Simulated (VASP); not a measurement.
# GePt in VASP: reference runs

Reference runs on GePt: the cell as given.

Program: VASP 6.6.1. These are calculated values, not measurements. Logs are shortened: lines on timing, memory, paths and dates and some standing lists are left out, and cuts for length are marked.

### Step 1. The cell of the first run

The cell holds a slab with vacuum, 12 atoms: a = 3.701 Å, b = 5.732 Å, c = 23.036 Å, α = 90.00°, β = 90.00°, γ = 90.00°.

### Step 2. Single point, PBE (the (0 0 1) slab of GePt, cut from the database cell, not relaxed)

File INCAR:

```
PREC = Accurate
ENCUT = 520
EDIFF = 1E-7
ISMEAR = -1
SIGMA = 0.05
LREAL = F
LASPH = T
NELM = 60
ALGO = Normal
ISIF = 2
LWAVE = F
LCHARG = F
LDIPOL = T
IDIPOL = 3
DIPOL = 0.5 0.5 0.500
GGA = PE
NBANDS = 84
```

File KPOINTS:

```
regular mesh
0
Gamma
  7 5 1
```

File POSCAR:

```
GePt
1.0
    3.7010000000      0.0000000000      0.0000000000
    0.0000000000      5.7320000000      0.0000000000
    0.0000000000      0.0000000000     23.0361600000
Ge Pt
6 6
Direct
    0.7500000000      0.6950000000      0.3255750958
    0.7500000000      0.1950000000      0.4101447463
    0.2500000000      0.8050000000      0.4577151748
    0.2500000000      0.3050000000      0.5422848252
    0.7500000000      0.6950000000      0.5898552537
    0.7500000000      0.1950000000      0.6744249042
    0.2500000000      0.9900000000      0.3533245124
    0.2500000000      0.4900000000      0.3823953298
    0.7500000000      0.5100000000      0.4854645913
    0.7500000000      0.0100000000      0.5145354087
    0.2500000000      0.9900000000      0.6176046702
    0.2500000000      0.4900000000      0.6466754876
```

Potentials or basis: VASP PAW PBE potentials, release 64 (Ge_d, Pt).

On the command line:

```
$ cat potpaw_PBE.64/Ge_d/POTCAR potpaw_PBE.64/Pt/POTCAR > POTCAR
$ mpirun -np 1 vasp_std > vasp.out
```

OUTCAR:

```text
PREC = Accurate
   ENCUT = 520
   EDIFF = 1E-7
   ISMEAR = -1
   LREAL = F
   LASPH = T
   NELM = 60
   ISIF = 2
   GGA = PE

 ion  position               nearest neighbor table
   1  0.750  0.695  0.326-   8 2.55   8 2.55   7 2.59   7 2.59
   2  0.750  0.195  0.410-   9 2.50   7 2.55   7 2.55   8 2.59   8 2.59  10 2.63
   3  0.250  0.805  0.458-   8 2.50  10 2.55  10 2.55   9 2.59   9 2.59   7 2.63
   4  0.250  0.305  0.542-  11 2.50   9 2.55   9 2.55  10 2.59  10 2.59  12 2.63
   5  0.750  0.695  0.590-  10 2.50  12 2.55  12 2.55  11 2.59  11 2.59   9 2.63
   6  0.750  0.195  0.674-  11 2.55  11 2.55  12 2.59  12 2.59
   7  0.250  0.990  0.353-   2 2.55   2 2.55   1 2.59   1 2.59   3 2.63   8 2.94   8 2.94
   8  0.250  0.490  0.382-   3 2.50   1 2.55   1 2.55   2 2.59   2 2.59   7 2.94   7 2.94   9 3.01
                             9 3.01
   9  0.750  0.510  0.485-   2 2.50   4 2.55   4 2.55   3 2.59   3 2.59   5 2.63  10 2.94  10 2.94
                             8 3.01   8 3.01
  10  0.750  0.010  0.515-   5 2.50   3 2.55   3 2.55   4 2.59   4 2.59   2 2.63   9 2.94   9 2.94
                            11 3.01  11 3.01
  11  0.250  0.990  0.618-   4 2.50   6 2.55   6 2.55   5 2.59   5 2.59  12 2.94  12 2.94  10 3.01
                            10 3.01
  12  0.250  0.490  0.647-   5 2.55   5 2.55   6 2.59   6 2.59   4 2.63  11 2.94  11 2.94

  LATTYP: Found a simple orthorhombic cell.
 ALAT       =     3.7010000000
 B/A-ratio  =     1.5487706025
 C/A-ratio  =     6.2243069441

  Lattice vectors:

 A1 = (   3.7010000000,   0.0000000000,   0.0000000000)
 A2 = (   0.0000000000,   5.7320000000,   0.0000000000)
 A3 = (   0.0000000000,   0.0000000000,  23.0361600000)

Analysis of symmetry for initial positions (statically):
=====================================================================
 Subroutine PRICEL returns:
 Original cell was already a primitive cell.

 Routine SETGRP: Setting up the symmetry group for a
 simple orthorhombic supercell.

 Subroutine GETGRP returns: Found  4 space group operations
 (whereof  1 operations were pure point group operations)
 out of a pool of  8 trial point group operations.

The static configuration has the point symmetry C_1 .
 The point group associated with its full space group is C_2v.

Analysis of symmetry for dynamics (positions and initial velocities):
=====================================================================
 Subroutine PRICEL returns:
[... 134 lines left out ...]
   IALGO  =     38    algorithm
   IMIX   =      4    mixing-type and parameters
     AMIX     =   0.40;   BMIX     =  1.00
     AMIX_MAG =   1.60;   BMIX_MAG =  1.00
  volume/ion in A,a.u.               =      40.72       274.82
  Fermi-wavevector in a.u.,A,eV,Ry     =   1.089391  2.058651 16.147031  1.186773
  Thomas-Fermi vector in A             =   2.225593
   LORBIT       =      0    0 simple, 1 ext, 2 COOP (PROOUT), +10 PAW based schemes
   GGA     = PE    functional components
   LHFCALC =     F    Hartree Fock is set to
   AEXX    =    0.0000 exact exchange contribution
   IVDW    =     0    specifies the selected vdW correction
   LEPSILON=     F    determine dielectric tensor
   LRPA    =     F    only Hartree local field effects (RPA)
 non-spin polarized calculation
  energy-cutoff  :      520.00
  volume of cell :      488.69
 maximum number of plane-waves:     13189
 NGX is ok and might be reduce to    28
   NGX = 13   NGY = 21   NGZ = 85

 dipolmoment           0.000000      0.000000      0.000000 electrons x Angstroem

 number of electron     144.0000016 magnetization

 dipolmoment           0.000000      0.000000     -0.000000 electrons x Angstroem

 Free energy of the ion-electron system (eV)
  ---------------------------------------------------
  ext. energy  EPLUGINS =         0.00000000
  ---------------------------------------------------
  free energy    TOTEN  =       -66.03516376 eV

  energy without entropy =      -65.98870629  energy(sigma->0) =      -66.01193502

 E-fermi :   0.9791     XC(G=0):  -5.7662

 val. band max:        0.9768759115   @ k =   0.4286   0.4000   0.0000
 cond. band min:       0.9941206030   @ k =   0.2857   0.0000   0.0000
 fundamental gap:      0.0172446915
 Fermi energy:         0.9790778211

 k-point     1 :       0.0000    0.0000    0.0000
  band No.  band energies     occupation
      1     -24.1238      2.00000
      2     -24.1193      2.00000
      3     -24.1184      2.00000
      4     -24.1145      2.00000
      5     -24.0897      2.00000
      6     -24.0818      2.00000
[... 1033 lines left out ...]
     83       4.8839      0.00000
     84       5.4404      0.00000

------------------------ aborting loop because EDIFF is reached ----------------------------------------

 vacuum level on the upper side and lower side of the slab       (xc-potential included)        -0.074        -0.074

  FORCE on cell =-STRESS in cart. coord.  units (eV):
  Direction    XX          YY          ZZ          XY          YZ          ZX
  --------------------------------------------------------------------------------------
  -------------------------------------------------------------------------------------
  Total        4.0761664     -0.2036046      3.5704690      0.0000000      0.0000000      0.0000000
  in kB       13.3637130     -0.6675178     11.7057838      0.0000000      0.0000000      0.0000000
  external PRESSURE =       8.1339930 kB  Pullay stress =       0.0000000 kB

 VOLUME and BASIS-vectors are now :
 -----------------------------------------------------------------------------
  energy-cutoff  :      520.00
  volume of cell :      488.69
      direct lattice vectors                 reciprocal lattice vectors
     3.701000000  0.000000000  0.000000000     0.270197244  0.000000000  0.000000000
     0.000000000  5.732000000  0.000000000     0.000000000  0.174459177  0.000000000
     0.000000000  0.000000000 23.036160000     0.000000000  0.000000000  0.043410013

 POSITION                                       TOTAL-FORCE (eV/Angst)
 -----------------------------------------------------------------------------------
      2.77575      3.98374      7.50000         0.000000      0.023722     -0.394431
      2.77575      1.11774      9.44816        -0.000000     -0.305106     -0.793630
      0.92525      4.61426     10.54400        -0.000000      0.179127     -0.401007
      0.92525      1.74826     12.49216        -0.000000      0.179127      0.401007
      2.77575      3.98374     13.58800        -0.000000     -0.305106      0.793630
      2.77575      1.11774     15.53616         0.000000      0.023722      0.394431
      0.92525      5.67468      8.13924         0.000000     -0.095974      0.825282
      0.92525      2.80868      8.80892         0.000000      0.375503     -0.423139
      2.77575      2.92332     11.18324        -0.000000     -0.177272      0.384605
      2.77575      0.05732     11.85292        -0.000000     -0.177272     -0.384605
      0.92525      5.67468     14.22724         0.000000      0.375503      0.423139
      0.92525      2.80868     14.89692         0.000000     -0.095974     -0.825282
 -----------------------------------------------------------------------------------
    total drift:                                0.000000      0.000284     -0.000013

  FREE ENERGIE OF THE ION-ELECTRON SYSTEM (eV)
  ---------------------------------------------------
  free  energy   TOTEN  =       -66.0351637562 eV

  energy  without entropy=      -65.9887062851  energy(sigma->0) =      -66.01193502

 vacuum level on the upper side and lower side of the slab         5.536         5.536
```

stdout:

```text
POSCAR found type information on POSCAR GePt
 POSCAR found :  2 types and      12 ions
 scaLAPACK will be used
 LDA part: xc-table for (Slater+PW92), standard interpolation
 POSCAR, INCAR and KPOINTS ok, starting setup
 FFT: planning ... GRIDC
 FFT: planning ... GRID_SOFT
 FFT: planning ... GRID
 WAVECAR not read
 entering main loop
```

Run time: 9.8 min. Hardware: 1 thread of Intel Xeon 6975P-C (Granite Rapids), shared host; peak memory 0.72 GiB.

What came out:

- Free energy: -66.0352 eV
- Largest force: 0.850 eV/Å
- Band gap on the k mesh: none (metal or under the smearing width)

Forces in eV/Å, atoms in the order of the input:
```
Ge   0.000  0.024 -0.394
Ge   0.000 -0.305 -0.794
Ge   0.000  0.179 -0.401
Ge   0.000  0.179  0.401
Ge   0.000 -0.305  0.794
Ge   0.000  0.024  0.394
Pt   0.000 -0.096  0.825
Pt   0.000  0.376 -0.423
Pt   0.000 -0.177  0.385
Pt   0.000 -0.177 -0.385
Pt   0.000  0.376  0.423
Pt   0.000 -0.096 -0.825
```

The run has no spin-orbit coupling, so splittings on Pt are missing.
